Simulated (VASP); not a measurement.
# MoSe2: band structure with TB-mBJ

MoSe2:

```
CELL_PARAMETERS angstrom
3.27866 0.00000 0.00000
-1.63933 2.83941 0.00000
0.00000 0.00000 12.72501
ATOMIC_POSITIONS crystal
Mo 0.33333 0.66667 0.25000
Mo 0.66667 0.33333 0.75000
Se 0.33333 0.66667 0.61833
Se 0.66667 0.33333 0.11833
Se 0.33333 0.66667 0.88167
Se 0.66667 0.33333 0.38167
```

```
Program                : VASP 6.6.1
Task                   : band structure
Functional             : TB-mBJ
Potentials or basis    : VASP PAW PBE potentials, release 64 (Mo_sv, Se)
Cutoff                 : 520 eV
k mesh                 : 9 × 9 × 2
Occupations            : gaussian, width 0.03 eV
Spin                   : spin-orbit coupling, no magnetisation
Further INCAR settings : ALGO = Normal; EDIFF = 1e-06; NBANDS = 68
```

```
Valence electrons inside the program's atomic spheres : Mo 12.33; Se 4.14
```

It took 14 min on 4 MPI ranks on Intel(R) Xeon(R) Platinum 8488C (Sapphire Rapids), with other jobs on the host, peak memory 0.86 GiB a rank.
